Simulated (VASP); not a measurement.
## VASP 6.6.1, PBEsol single-point calculation, InSb (CsCl)

INCAR

```
EDIFF = 1E-7
LCHARG = .FALSE.
ISIF = 2
LREAL = .FALSE.
GGA = PS
IBRION = -1
NSW = 0
NBANDS = 16
SIGMA = 0.02
LWAVE = .FALSE.
PREC = Accurate
ISMEAR = -1
NELM = 120
ENCUT = 520
LASPH = .TRUE.
```

KPOINTS

```
KPOINTS created by Atomic Simulation Environment
0
Gamma
8 8 8
0 0 0
```

KPOINTS_OPT

```
special points
5
Reciprocal
0.0000000000 0.0000000000 0.0000000000 1
0.0000000000 0.5000000000 0.0000000000 1
0.5000000000 0.5000000000 0.0000000000 1
0.5000000000 0.5000000000 0.5000000000 1
0.1000000000 0.5000000000 0.0000000000 1
```

POSCAR

```
In Sb
 1.0000000000000000
     3.7689761793755929    0.0000000000000000    0.0000000000000000
     0.0000000000000000    3.7689761793755929    0.0000000000000000
     0.0000000000000000    0.0000000000000000    3.7689761793755929
 In  Sb
   1   1
Cartesian
  0.0000000000000000  0.0000000000000000  0.0000000000000000
  1.8844880896877965  1.8844880896877965  1.8844880896877965
```

VASP ran with the recommended PBE PAW datasets (18 valence electrons in the cell).

Command

```
mpirun -np 1 vasp_std
```

OSZICAR

```
N       E                     dE             d eps       ncg     rms          rms(c)
DAV:   1     0.106733084625E+03    0.10673E+03   -0.80808E+03  1120   0.118E+03
DAV:   2    -0.129524187732E+01   -0.10803E+03   -0.10495E+03  1312   0.286E+02
DAV:   3    -0.725071151917E+01   -0.59555E+01   -0.58643E+01  1392   0.661E+01
DAV:   4    -0.739810126268E+01   -0.14739E+00   -0.14733E+00  1496   0.112E+01
DAV:   5    -0.740526322328E+01   -0.71620E-02   -0.71619E-02  1616   0.209E+00    0.271E+00
DAV:   6    -0.736126116188E+01    0.44002E-01   -0.72889E-02  1464   0.476E+00    0.148E+00
DAV:   7    -0.735313156335E+01    0.81296E-02   -0.20874E-02  1528   0.202E+00    0.330E-01
DAV:   8    -0.735230453236E+01    0.82703E-03   -0.18555E-03  1456   0.595E-01    0.955E-02
DAV:   9    -0.735229047302E+01    0.14059E-04   -0.12497E-04  1648   0.967E-02    0.393E-02
DAV:  10    -0.735228838988E+01    0.20831E-05   -0.53116E-06  1512   0.214E-02    0.153E-02
DAV:  11    -0.735228809253E+01    0.29736E-06   -0.71716E-07  1560   0.124E-02    0.548E-03
DAV:  12    -0.735228795014E+01    0.14238E-06   -0.68715E-08   808   0.391E-03    0.146E-03
DAV:  13    -0.735228792018E+01    0.29968E-07   -0.52718E-09   808   0.707E-04
   1 F= -.73522879E+01 E0= -.73517409E+01  d E =-.109400E-02
       N       E                     dE             ncg
DAV:   1     0.146834691128E+04   -0.18762E+04      160
DAV:   2     0.911322438377E+03   -0.55702E+03      184
DAV:   3     0.881109575668E+03   -0.30213E+02      184
DAV:   4     0.880345890328E+03   -0.76369E+00      224
DAV:   5     0.880301687533E+03   -0.44203E-01      232
DAV:   6     0.880301225849E+03   -0.46168E-03      248
DAV:   7     0.880301202404E+03   -0.23445E-04      224
DAV:   8     0.880301202237E+03   -0.16668E-06      240
DAV:   9     0.880301202234E+03   -0.34664E-08      168
```

From OUTCAR

```
k-points           NKPTS =     35   k-points in BZ     NKDIM =     35   number of bands    NBANDS=     16

   NELECT =      18.0000    total number of electrons

   dimension x,y,z NGX =    28 NGY =   28 NGZ =   28
   dimension x,y,z NGXF=    56 NGYF=   56 NGZF=   56

  energy-cutoff  :      520.00
  volume of cell :       53.54
      direct lattice vectors                 reciprocal lattice vectors
     3.768976179  0.000000000  0.000000000     0.265324044  0.000000000  0.000000000
     0.000000000  3.768976179  0.000000000     0.000000000  0.265324044  0.000000000
     0.000000000  0.000000000  3.768976179     0.000000000  0.000000000  0.265324044

 k-points in reciprocal lattice and weights: KPOINTS created by Atomic Simulation Env
   0.00000000  0.00000000  0.00000000       0.002
   0.12500000  0.00000000  0.00000000       0.012
   0.25000000  0.00000000  0.00000000       0.012
   0.37500000  0.00000000  0.00000000       0.012
   0.50000000  0.00000000  0.00000000       0.006
   0.12500000  0.12500000  0.00000000       0.023
   0.25000000  0.12500000  0.00000000       0.047
   0.37500000  0.12500000  0.00000000       0.047
   ...

 E-fermi :   7.6171

 k-point     1 :       0.0000    0.0000    0.0000
  band No.  band energies     occupation
      1      -6.8066      2.00000
      2      -6.8066      2.00000
      3      -6.6892      2.00000
      4      -6.6892      2.00000
      5      -6.6892      2.00000
      6      -3.8727      2.00000
      7       5.5890      2.00000
      8       6.9914      2.00000
      9       6.9914      2.00000
     10       6.9914      2.00000
     11      11.7267      0.00000
     12      11.7267      0.00000
     13      16.1150      0.00000
     14      16.1150      0.00000
     15      16.1150      0.00000
     16      19.9018      0.00000

 k-point     2 :       0.1250    0.0000    0.0000
  band No.  band energies     occupation
      1      -6.8054      2.00000
      2      -6.7907      2.00000
      3      -6.6967      2.00000
      4      -6.6967      2.00000
      5      -6.6888      2.00000
      6      -3.7198      2.00000
      7       4.4732      2.00000
      8       7.1715      2.00000
      9       7.1715      2.00000
     10       7.4830      1.99755
     11      11.8508      0.00000
     12      12.7461      0.00000
     13      15.2222      0.00000
     14      15.3539      0.00000
     15      15.3539      0.00000
     16      18.6173      0.00000

 k-point     3 :       0.2500    0.0000    0.0000
  band No.  band energies     occupation
      1      -6.8026      2.00000
      2      -6.7527      2.00000
      3      -6.7146      2.00000
      4      -6.7146      2.00000
      5      -6.6879      2.00000
      6      -3.2769      2.00000
      7       2.7263      2.00000
      8       7.6880      0.05619
      9       7.6880      0.05619
     10       8.1273      0.00000
     11      12.2179      0.00000
     12      13.1717      0.00000
     13      13.7875      0.00000
     14      13.7875      0.00000
     15      15.4880      0.00000
     16      16.8670      0.00000

 k-point     4 :       0.3750    0.0000    0.0000
  band No.  band energies     occupation
      1      -6.7997      2.00000
      2      -6.7324      2.00000
      3      -6.7324      2.00000
      4      -6.7151      2.00000
      5      -6.6870      2.00000
      6      -2.6352      2.00000
      7       1.1973      2.00000
      8       8.4310      0.00000
      9       8.4310      0.00000
     10       8.9519      0.00000
     11      11.5348      0.00000
     12      12.2749      0.00000
     13      12.2749      0.00000
     14      12.7890      0.00000
     15      15.4423      0.00000
     16      18.4489      0.00000

 k-point     5 :       0.5000    0.0000    0.0000
  band No.  band energies     occupation
      1      -6.7985      2.00000
      2      -6.7396      2.00000
      3      -6.7396      2.00000
      4      -6.6996      2.00000
      5      -6.6866      2.00000
      6      -2.2205      2.00000
      7       0.4751      2.00000
      8       8.9192      0.00000
      9       8.9192      0.00000
     10       9.9217      0.00000
     11      10.2494      0.00000
     12      11.5162      0.00000
     13      11.5162      0.00000
     14      13.2293      0.00000
     15      14.7153      0.00000
     16      20.4880      0.00000

 k-point     6 :       0.1250    0.1250    0.0000
  band No.  band energies     occupation
      1      -6.7970      2.00000
      2      -6.7818      2.00000
      3      -6.7059      2.00000
      4      -6.6976      2.00000
      5      -6.6945      2.00000
      6      -3.5653      2.00000
      7       4.1603      2.00000
      8       6.0263      2.00000
      9       7.3458      2.00000
     10       8.5558      0.00000
     11      12.4716      0.00000
     12      13.1728      0.00000
     13      13.6675      0.00000
     14      14.9480      0.00000
     15      15.7025      0.00000
     16      18.1536      0.00000

 k-point     7 :       0.2500    0.1250    0.0000
  band No.  band energies     occupation
      1      -6.7915      2.00000
      2      -6.7457      2.00000
      3      -6.7278      2.00000
      4      -6.7136      2.00000
      5      -6.6943      2.00000
      6      -3.1194      2.00000
      7       2.8226      2.00000
      8       5.9821      2.00000
      9       7.8440      0.00002
     10       9.3411      0.00000
     11      11.6173      0.00000
     12      13.1512      0.00000
     13      13.7468      0.00000
     14      14.3838      0.00000
     15      15.7136      0.00000
     16      17.5331      0.00000

 k-point     8 :       0.3750    0.1250    0.0000
  band No.  band energies     occupation
      1      -6.7881      2.00000
      2      -6.7491      2.00000
      3      -6.7306      2.00000
      4      -6.7076      2.00000
      5      -6.6929      2.00000
      6      -2.4767      2.00000
      7       1.3573      2.00000
      8       6.6540      2.00000
      9       8.5519      0.00000
     10       9.5299      0.00000
     11      10.5798      0.00000
     12      12.3841      0.00000
     13      13.0936      0.00000
     14      13.7228      0.00000
     15      16.4965      0.00000
     16      18.5190      0.00000

 k-point     9 :       0.5000    0.1250    0.0000
  band No.  band energies     occupation
      1      -6.7868      2.00000
      2      -6.7579      2.00000
      3      -6.7376      2.00000
      4      -6.6924      2.00000
      5      -6.6919      2.00000
      6      -2.0636      2.00000
      7       0.6476      2.00000
      8       7.2651      2.00000
      9       8.7561      0.00000
     10       9.0041      0.00000
     11      11.0698      0.00000
     12      11.6879      0.00000
     13      12.2036      0.00000
     14      14.1219      0.00000
     15      15.8610      0.00000
     16      19.0439      0.00000

 k-point    10 :       0.2500    0.2500    0.0000
  band No.  band energies     occupation
      1      -6.7752      2.00000
      2      -6.7582      2.00000
      3      -6.7186      2.00000
      4      -6.7133      2.00000
      5      -6.7074      2.00000
      6      -2.6689      2.00000
      7       2.7847      2.00000
      8       4.5683      2.00000
      9       8.2832      0.00000
     10       9.3004      0.00000
     11      10.5524      0.00000
     12      13.4135      0.00000
     13      14.4344      0.00000
     14      14.9791      0.00000
     15      16.4344      0.00000
     16      17.0073      0.00000

 k-point    11 :       0.3750    0.2500    0.0000
  band No.  band energies     occupation
      1      -6.7884      2.00000
      2      -6.7663      2.00000
      3      -6.7263      2.00000
      4      -6.7071      2.00000
      5      -6.6832      2.00000
      6      -2.0300      2.00000
      7       1.8097      2.00000
      8       4.7442      2.00000
      9       7.6902      0.05051
     10       8.8790      0.00000
     11      11.2481      0.00000
     12      12.6490      0.00000
     13      13.5912      0.00000
     14      15.6689      0.00000
     15      17.0348      0.00000
     16      17.4159      0.00000

 k-point    12 :       0.5000    0.2500    0.0000
  band No.  band energies     occupation
      1      -6.8000      2.00000
      2      -6.7642      2.00000
      3      -6.7326      2.00000
      4      -6.7061      2.00000
      5      -6.6676      2.00000
      6      -1.6290      2.00000
      7       1.1681      2.00000
      8       5.3281      2.00000
      9       6.7103      2.00000
     10       9.2264      0.00000
     11      11.9561      0.00000
     12      12.1781      0.00000
     13      12.7285      0.00000
     14      15.9138      0.00000
     15      17.5072      0.00000
     16      18.1057      0.00000

 ...

  Total       -0.5979889     -0.5979889     -0.5979889      0.0000000      0.0000000      0.0000000
  in kB      -17.8950739    -17.8950739    -17.8950739      0.0000000      0.0000000      0.0000000
  external PRESSURE =     -17.8950739 kB  Pullay stress =       0.0000000 kB

 POSITION                                       TOTAL-FORCE (eV/Angst)
 -----------------------------------------------------------------------------------
      0.00000      0.00000      0.00000         0.000000      0.000000      0.000000
      1.88449      1.88449      1.88449         0.000000      0.000000      0.000000
 -----------------------------------------------------------------------------------
    total drift:                               -0.000000      0.000000     -0.000000

  FREE ENERGIE OF THE ION-ELECTRON SYSTEM (eV)
  ---------------------------------------------------
  free  energy   TOTEN  =        -7.3522879202 eV

  energy  without entropy=       -7.3511939248  energy(sigma->0) =       -7.35174092
```

* gap between bands v and c: -3.48 eV (bands overlap: a metal)
* least direct gap: 0.00 eV
* pressure: -1.8 GPa

Band v is the last that the valence electrons fill when counted band by band, and c is the next.

The run took about 24 s on one core of a shared host (Intel Xeon Platinum 8488C) and held 0.19 GiB at most.
